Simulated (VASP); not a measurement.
# Cu2O (Cuprite) (Pn-3m) in VASP: further runs, part 3 of 3

VASP 6.6.1. The steps go on from the part before.

### Step 4. Relaxation of the atoms, PBEsol (a relaxed cell with its volume scaled by 0.98)

The input, INCAR:

```
SYSTEM = Cu2O
PREC = Accurate ; ENCUT = 600
EDIFF = 1E-7 ; ISMEAR = 0
SIGMA = 0.03 ; LREAL = .False.
LASPH = .True. ; NELM = 80
ALGO = Normal ; ISIF = 2
LWAVE = .False. ; LCHARG = .False.
GGA = PS ; IBRION = 2
NSW = 40 ; EDIFFG = -0.01
KPAR = 2
```

The input, KPOINTS:

```
regular mesh
0
Gamma
  6 6 6
  0 0 0
```

The input, POSCAR:

```
Cu2O                                    
1.0
    4.2027349481      0.0000000000      0.0000000000
    0.0000000000      4.2027349481      0.0000000000
    0.0000000000      0.0000000000      4.2027349481
  Cu              O             
     4     2
Direct
     0.2500000000000000    0.2500000000000000    0.2500000000000000
     0.2500000000000000    0.7500000000000000    0.7500000000000000
     0.7500000000000000    0.7500000000000000    0.2500000000000000
     0.7500000000000000    0.2500000000000000    0.7500000000000000
     0.0000000000000000    0.0000000000000000    0.0000000000000000
     0.5000000000000000    0.5000000000000000    0.5000000000000000
```

Potentials or basis: VASP PAW PBE potentials, release 64 (Cu, O).

Launch:

```
cat potpaw_PBE.64/Cu/POTCAR potpaw_PBE.64/O/POTCAR > POTCAR
mpirun -np 2 vasp_std > vasp.out
```

OUTCAR:

```text
SYSTEM = Cu2O
   PREC = Accurate
   ENCUT = 600
   EDIFF = 1E-7
   ISMEAR = 0
   LREAL = .False.
   LASPH = .True.
   NELM = 80
   ISIF = 2
   GGA = PS
   IBRION = 2
   NSW = 40
   EDIFFG = -0.01

 ion  position               nearest neighbor table
   1  0.250  0.250  0.250-   5 1.82   6 1.82
   2  0.250  0.750  0.750-   5 1.82   6 1.82
   3  0.750  0.750  0.250-   5 1.82   6 1.82
   4  0.750  0.250  0.750-   5 1.82   6 1.82
   5  0.000  0.000  0.000-   1 1.82   2 1.82   3 1.82   4 1.82
   6  0.500  0.500  0.500-   1 1.82   2 1.82   3 1.82   4 1.82

  LATTYP: Found a simple cubic cell.
 ALAT       =     4.2027349481

  Lattice vectors:

 A1 = (   4.2027349481,   0.0000000000,   0.0000000000)
 A2 = (   0.0000000000,   4.2027349481,   0.0000000000)
 A3 = (   0.0000000000,   0.0000000000,   4.2027349481)

Analysis of symmetry for initial positions (statically):
=====================================================================
 Subroutine PRICEL returns:
 Original cell was already a primitive cell.

 Routine SETGRP: Setting up the symmetry group for a
 simple cubic supercell.

 Subroutine GETGRP returns: Found 48 space group operations
 (whereof 24 operations were pure point group operations)
 out of a pool of 48 trial point group operations.

The static configuration has the point symmetry T_d .
 The point group associated with its full space group is O_h .

Analysis of symmetry for dynamics (positions and initial velocities):
=====================================================================
 Subroutine PRICEL returns:
 Original cell was already a primitive cell.

 Routine SETGRP: Setting up the symmetry group for a
 simple cubic supercell.

 Subroutine GETGRP returns: Found 48 space group operations
 (whereof 24 operations were pure point group operations)
 out of a pool of 48 trial point group operations.

The dynamic configuration has the point symmetry T_d .
 The point group associated with its full space group is O_h .

 Subroutine INISYM returns: Found 48 space group operations
 (whereof 24 operations are pure point group operations),
 and found     1 'primitive' translations

----------------------------------------------------------------------------------------

                                     Primitive cell

  volume of cell :      74.2328

  direct lattice vectors                    reciprocal lattice vectors
     4.202734948  0.000000000  0.000000000     0.237940297  0.000000000  0.000000000
     0.000000000  4.202734948  0.000000000     0.000000000  0.237940297  0.000000000
     0.000000000  0.000000000  4.202734948     0.000000000  0.000000000  0.237940297

  length of vectors
     4.202734948  4.202734948  4.202734948     0.237940297  0.237940297  0.237940297

  position of ions in fractional coordinates (direct lattice)
     0.250000000  0.250000000  0.250000000
     0.250000000  0.750000000  0.750000000
     0.750000000  0.750000000  0.250000000
     0.750000000  0.250000000  0.750000000
     0.000000000  0.000000000  0.000000000
     0.500000000  0.500000000  0.500000000

  ion indices of the primitive-cell ions
   primitive index   ion index
                 1           1
                 2           2
                 3           3
[... 34 lines left out ...]
  0.333333  0.000000  0.000000      6.000000
  0.500000  0.000000  0.000000      3.000000
  0.166667  0.166667  0.000000     12.000000
  0.333333  0.166667  0.000000     24.000000
[... 12 lines left out ...]
  0.500000  0.500000  0.333333      6.000000
  0.500000  0.500000  0.500000      1.000000
   k-points           NKPTS =     20   k-points in BZ     NKDIM =     20   number of bands    NBANDS=     33
   number of dos      NEDOS =    301   number of ions     NIONS =      6
   total plane-waves  NPLWV =  46656
   dimension x,y,z NGX =    36 NGY =   36 NGZ =   36
   dimension x,y,z NGXF=    72 NGYF=   72 NGZF=   72
   ions per type =               4   2
   NGX,Y,Z   is equivalent  to a cutoff of  14.24, 14.24, 14.24 a.u.
   NGXF,Y,Z  is equivalent  to a cutoff of  28.48, 28.48, 28.48 a.u.
 SYSTEM =  Cu2O
   PREC   = accura    normal or accurate (medium, high low for compatibility)
   ISTART =      0    job   : 0-new  1-cont  2-samecut
   ICHARG =      2    charge: 1-file 2-atom 10-const
   ISPIN  =      1    spin polarized calculation?
   LNONCOLLINEAR =      F non collinear calculations
   LSORBIT =      F    spin-orbit coupling
   LASPH  =      T    aspherical Exc in radial PAW
   ENCUT  =  600.0 eV  44.10 Ry    6.64 a.u.   8.39  8.39  8.39*2*pi/ulx,y,z
   NELM   =     80;   NELMIN=  2; NELMDL= -5     # of ELM steps
   EDIFF  = 0.1E-06   stopping-criterion for ELM
   LREAL  =      F    real-space projection
   EDIFFG = -.1E-01   stopping-criterion for IOM
   NSW    =     40    number of steps for IOM
   IBRION =      2    ionic relax: 0-MD 1-quasi-New 2-CG
   NFREE  =      1    steps in history (QN), initial steepest desc. (CG)
   ISIF   =      2    stress and relaxation
   ISYM   =      2    0-nonsym 1-usesym 2-fastsym
   POTIM  = 0.5000    time-step for ionic-motion
   TEBEG  =    0.0;   TEEND  =   0.0 temperature during run
   PSTRESS=    0.0 pullay stress
   NELECT =      56.0000    total number of electrons
   NUPDOWN=      -1.0000    fix difference up-down
   EMIN   =  10.00;   EMAX   =-10.00  energy-range for DOS
   EFERMI =   0.00;   METHOD = LEGACY
   ISMEAR =     0;   SIGMA  =   0.03  broadening in eV -4-tet -1-fermi 0-gaus
   EFERMI_NEDOS =   21; number of points for ismear=-14 and -15
   IALGO  =     38    algorithm
   IMIX   =      4    mixing-type and parameters
     AMIX     =   0.40;   BMIX     =  1.00
     AMIX_MAG =   1.60;   BMIX_MAG =  1.00
  volume/ion in A,a.u.               =      12.37        83.49
  Fermi-wavevector in a.u.,A,eV,Ry     =   1.490295  2.816249 30.218246  2.220978
  Thomas-Fermi vector in A             =   2.603095
   LORBIT       =      0    0 simple, 1 ext, 2 COOP (PROOUT), +10 PAW based schemes
   GGA     = PS    functional components
   LHFCALC =     F    Hartree Fock is set to
   AEXX    =    0.0000 exact exchange contribution
   IVDW    =     0    specifies the selected vdW correction
   LEPSILON=     F    determine dielectric tensor
   LRPA    =     F    only Hartree local field effects (RPA)
 conjugate gradient relaxation of ions
 non-spin polarized calculation
 Gauss-broadening in eV      SIGMA  =   0.03
  energy-cutoff  :      600.00
  volume of cell :       74.23
 maximum number of plane-waves:      2517
 NGX is ok and might be reduce to    36
   NGX = 17   NGY = 17   NGZ = 17

 number of electron      56.0000051 magnetization

 Free energy of the ion-electron system (eV)
  ---------------------------------------------------
  ext. energy  EPLUGINS =         0.00000000
  ---------------------------------------------------
  free energy    TOTEN  =       -29.95539322 eV

  energy without entropy =      -29.95539322  energy(sigma->0) =      -29.95539322

 E-fermi :   5.2287     XC(G=0): -11.5012

 val. band max:        5.0731630232   @ k =   0.0000   0.0000   0.0000
 cond. band min:       5.6742450504   @ k =   0.0000   0.0000   0.0000
 fundamental gap:      0.6010820272
 Fermi energy:         5.2286801654

 k-point     1 :       0.0000    0.0000    0.0000
  band No.  band energies     occupation
      1     -15.3721      2.00000
      2     -14.5319      2.00000
      3      -2.5905      2.00000
      4      -2.5905      2.00000
      5      -2.5905      2.00000
      6      -0.0958      2.00000
[... 709 lines left out ...]
     32      10.0777      0.00000
     33      10.0777      0.00000

------------------------ aborting loop because EDIFF is reached ----------------------------------------

  FORCE on cell =-STRESS in cart. coord.  units (eV):
  Direction    XX          YY          ZZ          XY          YZ          ZX
  --------------------------------------------------------------------------------------
  -------------------------------------------------------------------------------------
  Total        1.2888535      1.2888535      1.2888535      0.0000000     -0.0000000     -0.0000000
  in kB       27.8175019     27.8175019     27.8175019      0.0000000     -0.0000000     -0.0000000
  external PRESSURE =      27.8175019 kB  Pullay stress =       0.0000000 kB

 VOLUME and BASIS-vectors are now :
 -----------------------------------------------------------------------------
  energy-cutoff  :      600.00
  volume of cell :       74.23
      direct lattice vectors                 reciprocal lattice vectors
     4.202734948  0.000000000  0.000000000     0.237940297  0.000000000  0.000000000
     0.000000000  4.202734948  0.000000000     0.000000000  0.237940297  0.000000000
     0.000000000  0.000000000  4.202734948     0.000000000  0.000000000  0.237940297

 POSITION                                       TOTAL-FORCE (eV/Angst)
 -----------------------------------------------------------------------------------
      1.05068      1.05068      1.05068         0.000000      0.000000     -0.000000
      1.05068      3.15205      3.15205        -0.000000     -0.000000      0.000000
      3.15205      3.15205      1.05068        -0.000000     -0.000000      0.000000
      3.15205      1.05068      3.15205         0.000000     -0.000000     -0.000000
      0.00000      0.00000      0.00000         0.000000      0.000000     -0.000000
      2.10137      2.10137      2.10137         0.000000     -0.000000     -0.000000
 -----------------------------------------------------------------------------------
    total drift:                                0.000000      0.000000      0.000000

  FREE ENERGIE OF THE ION-ELECTRON SYSTEM (eV)
  ---------------------------------------------------
  free  energy   TOTEN  =       -29.9553932161 eV

  energy  without entropy=      -29.9553932161  energy(sigma->0) =      -29.95539322

 reached required accuracy - stopping structural energy minimisation
```

Wall time 19 s (2 MPI ranks of Intel Xeon 6975P-C (Granite Rapids), shared host); peak memory 0.21 GiB.

Results:

* Free energy: -29.9554 eV
* Pressure after relaxing: 2.8 GPa
* Band gap on the k mesh: 0.60 eV, direct

Final structure:
```
CELL_PARAMETERS angstrom
4.20273 0.00000 0.00000
0.00000 4.20273 0.00000
0.00000 0.00000 4.20273
ATOMIC_POSITIONS crystal
Cu 0.25000 0.25000 0.25000
Cu 0.25000 0.75000 0.75000
Cu 0.75000 0.75000 0.25000
Cu 0.75000 0.25000 0.75000
O 0.00000 0.00000 0.00000
O 0.50000 0.50000 0.50000
```

Levels at points of the mesh, in eV from the valence-band top:
| k point | band 26 | band 27 | band 28 | band 29 | band 30 | band 31 |
| --- | --- | --- | --- | --- | --- | --- |
| (0.00, 0.00, 0.00) | 0.00 | 0.00 | 0.00 | 0.60 | 1.04 | 1.04 |
| (0.50, 0.00, 0.00) | -1.27 | -0.43 | -0.43 | 2.34 | 2.34 | 4.17 |
| (0.50, 0.50, 0.00) | -1.28 | -0.70 | -0.70 | 1.89 | 1.89 | 3.91 |
| (0.50, 0.50, 0.50) | -0.60 | -0.60 | -0.60 | 2.34 | 2.34 | 2.34 |

Caveat: the relaxation stopped at its first step, so nothing moved; the PAW data sets were made with another functional, which shifts forces and pressure a little.

### Step 5. Relaxation of the atoms, PBEsol

INCAR is that of step 4.

KPOINTS is that of step 4.

Changes to POSCAR since step 4:

```diff
@@ -2,5 +2,5 @@
 1.0
-    4.2027349481      0.0000000000      0.0000000000
-    0.0000000000      4.2027349481      0.0000000000
-    0.0000000000      0.0000000000      4.2027349481
+    4.2311326673      0.0000000000      0.0000000000
+    0.0000000000      4.2311326673      0.0000000000
+    0.0000000000      0.0000000000      4.2311326673
   Cu              O
```

Launch:

```
cat potpaw_PBE.64/Cu/POTCAR potpaw_PBE.64/O/POTCAR > POTCAR
mpirun -np 2 vasp_std > vasp.out
```

It took 19 s on 2 MPI ranks of Intel Xeon 6975P-C (Granite Rapids), shared host; peak memory 0.21 GiB.

It converged, with:

```
Free energy             : -29.9704 eV
Pressure after relaxing : 0.0 GPa
Band gap on the k mesh  : 0.55 eV, direct
```

Final structure:
```
CELL_PARAMETERS angstrom
4.23113 0.00000 0.00000
0.00000 4.23113 0.00000
0.00000 0.00000 4.23113
ATOMIC_POSITIONS crystal
Cu 0.25000 0.25000 0.25000
Cu 0.25000 0.75000 0.75000
Cu 0.75000 0.75000 0.25000
Cu 0.75000 0.25000 0.75000
O 0.00000 0.00000 0.00000
O 0.50000 0.50000 0.50000
```

Levels at points of the mesh, in eV from the valence-band top:
| k point | band 26 | band 27 | band 28 | band 29 | band 30 | band 31 |
| --- | --- | --- | --- | --- | --- | --- |
| (0.00, 0.00, 0.00) | 0.00 | 0.00 | 0.00 | 0.55 | 1.11 | 1.11 |
| (0.50, 0.00, 0.00) | -1.23 | -0.41 | -0.41 | 2.29 | 2.29 | 4.18 |
| (0.50, 0.50, 0.00) | -1.24 | -0.68 | -0.68 | 1.88 | 1.88 | 3.87 |
| (0.50, 0.50, 0.50) | -0.59 | -0.59 | -0.59 | 2.37 | 2.37 | 2.37 |

Caveat: the relaxation stopped at its first step, so nothing moved; the PAW data sets were made with another functional, which shifts forces and pressure a little.

### Step 6. Relaxation of the atoms, PBEsol (a relaxed cell with its volume scaled by 1.02)

INCAR is that of step 5.

KPOINTS is that of step 5.

Changes to POSCAR since step 5:

```diff
@@ -2,5 +2,5 @@
 1.0
-    4.2311326673      0.0000000000      0.0000000000
-    0.0000000000      4.2311326673      0.0000000000
-    0.0000000000      0.0000000000      4.2311326673
+    4.2591542301      0.0000000000      0.0000000000
+    0.0000000000      4.2591542301      0.0000000000
+    0.0000000000      0.0000000000      4.2591542301
   Cu              O
```

Potentials or basis: VASP PAW PBE potentials, release 64 (Cu, O).

Launch:

```
cat potpaw_PBE.64/Cu/POTCAR potpaw_PBE.64/O/POTCAR > POTCAR
mpirun -np 2 vasp_std > vasp.out
```

It took 18 s on 2 MPI ranks of Intel Xeon 6975P-C (Granite Rapids), shared host; peak memory 0.21 GiB.

The run converged. Its results:

```yaml
Free_energy: -29.9606 eV
Pressure_after_relaxing: -2.4 GPa
Band_gap_on_the_k_mesh: 0.51 eV, direct
```

Final structure:
```cif
data_structure
_symmetry_space_group_name_H-M 'P 1'
_symmetry_Int_Tables_number 1
_cell_length_a 4.2592
_cell_length_b 4.2592
_cell_length_c 4.2592
_cell_angle_alpha 90.000
_cell_angle_beta 90.000
_cell_angle_gamma 90.000
_cell_volume 77.26
loop_
_atom_site_label
_atom_site_type_symbol
_atom_site_fract_x
_atom_site_fract_y
_atom_site_fract_z
_atom_site_occupancy
Cu1 Cu 0.25000 0.25000 0.25000 1
Cu2 Cu 0.25000 0.75000 0.75000 1
Cu3 Cu 0.75000 0.75000 0.25000 1
Cu4 Cu 0.75000 0.25000 0.75000 1
O1 O 0.00000 0.00000 0.00000 1
O2 O 0.50000 0.50000 0.50000 1
```

Levels at points of the mesh, in eV from the valence-band top:
| k point | band 25 | band 26 | band 27 | band 28 | band 29 | band 30 | band 31 | band 32 |
| --- | --- | --- | --- | --- | --- | --- | --- | --- |
| (0.00, 0.00, 0.00) | -1.57 | 0.00 | 0.00 | 0.00 | 0.51 | 1.18 | 1.18 | 7.91 |
| (0.50, 0.00, 0.00) | -1.19 | -1.19 | -0.40 | -0.40 | 2.24 | 2.24 | 4.19 | 4.19 |
| (0.50, 0.50, 0.00) | -1.21 | -1.21 | -0.66 | -0.66 | 1.87 | 1.87 | 3.83 | 3.83 |
| (0.50, 0.50, 0.50) | -1.01 | -0.57 | -0.57 | -0.57 | 2.40 | 2.40 | 2.40 | 4.86 |

Caveat: the relaxation stopped at its first step, so nothing moved; the PAW data sets were made with another functional, which shifts forces and pressure a little.

### Step 7. The runs side by side

| cell | gap on the mesh (eV) | pressure (GPa) |
| --- | --- | --- |
| atoms relaxed from: a relaxed cell with its volume scaled by 0.94 | 0.71 | 9.4 |
| atoms relaxed from: a relaxed cell with its volume scaled by 0.96 | 0.65 | 5.9 |
| atoms relaxed from: a relaxed cell with its volume scaled by 0.98 | 0.60 | 2.8 |
| atoms relaxed | 0.55 | 0.0 |
| atoms relaxed from: a relaxed cell with its volume scaled by 1.02 | 0.51 | -2.4 |

Alike in all rows: task relaxation of the atoms; level PBEsol; potentials or basis VASP PAW PBE potentials, release 64 (Cu, O); no spin polarisation; k mesh 6 × 6 × 6; cutoff (eV) 600; smearing gaussian 0.03 eV.

Caveats: the relaxation stopped at its first step, so nothing moved; the PAW data sets were made with another functional, which shifts forces and pressure a little.

Total energies depend on the potentials used, so only differences within one code and one set of settings carry meaning.

### Step 8. How close it comes

Step 5. Measured gap of Cu2O: 2.17 eV (direct; quoted in “Importance of surface oxygen vacancies for ultrafast hot carrier relaxation and transport in Cu2O”, 2021, arxiv:2103.03167). This calculation gives 0.55 eV (-1.62 eV). So large a miss can be the level of theory's own, or it may mean another phase, state or a wrong row. The value is that of PBEsol on a finite k mesh, which can miss the band edges, without temperature or zero-point motion. Semilocal functionals fall short of measured gaps as a rule.
